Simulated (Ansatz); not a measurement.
A computed series for ZrO2: response to strain

Take ZrO$_{2}$ (space group P4_2/nmc, No. 137) as the base.

```yaml
crystal:
  lattice:
    - [3.58445, 0.00000, 0.00000]
    - [0.00000, 3.58445, 0.00000]
    - [0.00000, 0.00000, 5.17714]
  atoms:
    - { symbol: Zr, position: [0.00000, 0.00000, 0.00000] }
    - { symbol: Zr, position: [0.50000, 0.50000, 0.50000] }
    - { symbol: O, position: [0.00000, 0.50000, 0.20147] }
    - { symbol: O, position: [0.00000, 0.50000, 0.70147] }
    - { symbol: O, position: [0.50000, 0.00000, 0.29853] }
    - { symbol: O, position: [0.50000, 0.00000, 0.79853] }
```

Cartesian axes are those of the cell as printed.

Strains are applied to the cell and any free atomic positions relax; under biaxial strain the out-of-plane vector relaxes too.

Levels (all Ansatz, a program for electronic structure, PAW): PBEsol (420 eV, without spin-orbit coupling); r2SCAN (500 eV, no spin-orbit coupling); HSE06 (420 eV, without spin-orbit coupling).

Band gaps by level, all at the geometries relaxed with PBEsol:

```json
[
 {"case": "base", "PBEsol": "4.00 eV", "r2SCAN": "4.61 eV", "HSE06": "5.73 eV"},
 {"case": "biaxial strain −1.49 %, plane normal [001], relaxed out of plane", "PBEsol": "4.10 eV", "r2SCAN": "?", "HSE06": "5.83 eV"},
 {"case": "strain tensor (xx, yy, zz, yz, xz, xy) = (−0.58, −1.09, +1.03, +0.39, −0.12, −0.58) %", "PBEsol": "4.08 eV", "r2SCAN": "?", "HSE06": "?"},
 {"case": "tensor shear ε_xy = −1.35 %", "PBEsol": "3.95 eV", "r2SCAN": "?", "HSE06": "5.66 eV"}
]
```

Complete the table.


- biaxial strain −1.49 %, plane normal [001], relaxed out of plane, r2SCAN: 4.72 eV
- strain tensor (xx, yy, zz, yz, xz, xy) = (−0.58, −1.09, +1.03, +0.39, −0.12, −0.58) %, r2SCAN: 4.69 eV
- strain tensor (xx, yy, zz, yz, xz, xy) = (−0.58, −1.09, +1.03, +0.39, −0.12, −0.58) %, HSE06: 5.79 eV
- tensor shear ε_xy = −1.35 %, r2SCAN: 4.56 eV

Single points use the geometry relaxed with PBEsol. The hybrid gap comes from the SCF mesh plus the semilocal run's edge points and a few special points and is an upper bound. Stability against distortions was not tested. This is not the structure that ZrO2 has at room temperature and ambient pressure.
